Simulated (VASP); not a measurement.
**BaTiO3: Born charges and dielectric tensor with LDA**

The system is BaTiO3.

```
CELL_PARAMETERS angstrom
3.94962 0.00000 0.00000
0.00000 3.94962 0.00000
0.00000 0.00000 3.94962
ATOMIC_POSITIONS crystal
Ba 0.00000 0.00000 0.00000
Ti 0.50000 0.50000 0.50000
O 0.50000 0.50000 0.00000
O 0.00000 0.50000 0.50000
O 0.50000 0.00000 0.50000
```

```json
{"Program": "VASP 6.6.1", "Task": "Born charges and dielectric tensor", "Functional": "LDA", "Potentials or basis": "VASP PAW LDA potentials, release 64 (Ba_sv, Ti_sv, O)", "Cutoff": "600 eV", "k mesh": "8 × 8 × 8", "Occupations": "gaussian, width 0.02 eV", "Spin": "no spin polarisation", "Further INCAR settings": "ALGO = Normal; EDIFF = 1e-08; IBRION = 8; NSW = 1"}
```

- Band gap on the k mesh: 1.73 eV, indirect (least direct gap 1.83 eV)
- Electronic dielectric tensor (diagonal): 6.79
- Born charges (mean of the diagonal): Ba +2.76; Ti +7.41; O -3.39 e
- Highest phonon frequency at Γ, LO-TO splitting left out: 478 cm⁻¹
- Most unstable mode: 152i cm⁻¹

Levels at points of the mesh, in eV from the valence-band top:
```csv
k point,band 16,band 17,band 18,band 19,band 20,band 21,band 22,band 23,band 24
"(0.00, 0.00, 0.00)",-1.18,-1.18,-0.10,-0.10,-0.10,1.73,1.73,1.73,4.22
"(0.50, 0.00, 0.00)",-2.04,-1.91,-1.91,-0.72,-0.72,1.91,3.66,3.66,4.23
"(0.50, 0.50, 0.00)",-2.90,-1.71,-0.84,-0.84,-0.10,3.67,3.67,4.09,5.14
"(0.50, 0.50, 0.50)",-2.39,-2.39,0.00,0.00,0.00,4.39,4.39,4.39,6.84
```

Phonon frequencies in cm⁻¹ (negative: imaginary):
```csv
q point,frequencies
"(0.000, 0.000, 0.000)",-152 -152 -152 1 1 1 187 187 187 292 292 292 478 478 478
```

Electronic dielectric tensor:
```
6.79 0.00 0.00
0.00 6.79 0.00
0.00 0.00 6.79
```

Born effective charge tensors (e):
atom 1, Ba
```
2.76 0.00 0.00
0.00 2.76 0.00
0.00 0.00 2.76
```
atom 2, Ti
```
7.41 0.00 0.00
0.00 7.41 0.00
0.00 0.00 7.41
```
atom 3, O
```
-2.17  0.00  0.00
 0.00 -2.17  0.00
 0.00  0.00 -5.83
```
atom 4, O
```
-5.83  0.00  0.00
 0.00 -2.17  0.00
 0.00  0.00 -2.17
```
atom 5, O
```
-2.17  0.00  0.00
 0.00 -5.83  0.00
 0.00  0.00 -2.17
```

It took 17 min on 1 thread of Intel(R) Xeon(R) 6975P-C (Granite Rapids), with other jobs on the host, peak memory 0.68 GiB.

Caveat: some modes are imaginary; spin-orbit coupling is left out, which moves the levels of the heavy elements. A k mesh can miss the band edges.
